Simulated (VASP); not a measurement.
Runs of VASP 6.6.1 on PbF2 (Fluorocronite). The structure is cubic, space group Fm-3m (No. 225). Conventional cell: a = 5.927 Å, b = 5.927 Å, c = 5.927 Å, α = 90.00°, β = 90.00°, γ = 90.00°. Pb (site symmetry m-3m) is surrounded by 8 F at 2.57 Å. Around F (site symmetry -43m) lie 4 Pb at 2.57 Å. 

| task | level | cell | k mesh | cutoff (eV) | grid for exact exchange (PRECFOCK) | exchange at q = 0 | screening parameter | share of exact exchange | gap on the mesh (eV) | pressure (GPa) |
| --- | --- | --- | --- | --- | --- | --- | --- | --- | --- | --- |
| relaxation of cell and atoms | PBEsol | relaxed | 8 × 8 × 8 | 600 | - | - | - | - | 4.30 | 0.0 |
| band structure | PBE0 | Fm-3m, 17.05 Å³/atom | 6 × 6 × 6 | 520 | Fast | truncated | - | - | 6.46 | 2.1 |
| band structure | HSE06 | Fm-3m, 17.05 Å³/atom | 6 × 6 × 6 | 520 | Fast | - | 0.2 1/A | - | (b) | 2.2 |
| band structure | PBE-EpsX | Fm-3m, 17.05 Å³/atom | 6 × 6 × 6 | 520 | Fast | truncated | - | 0.2994 | 6.87 | (a) |

Alike in all rows: potentials or basis VASP PAW PBE potentials, release 64 (Pb_d, F); no spin polarisation; smearing gaussian 0.03 eV.

Question: Fill in the values left out.

Answer: (a) 1.8; (b) 5.76.

Caveats: the PAW data sets were made with another functional, which shifts forces and pressure a little; spin-orbit coupling is left out, which as a rule narrows the gap of such compounds by several tenths of an eV.

A k mesh can miss the band edges, and the runs leave out spin-orbit coupling on Pb.

Runs at the PBE level aren't shown here.
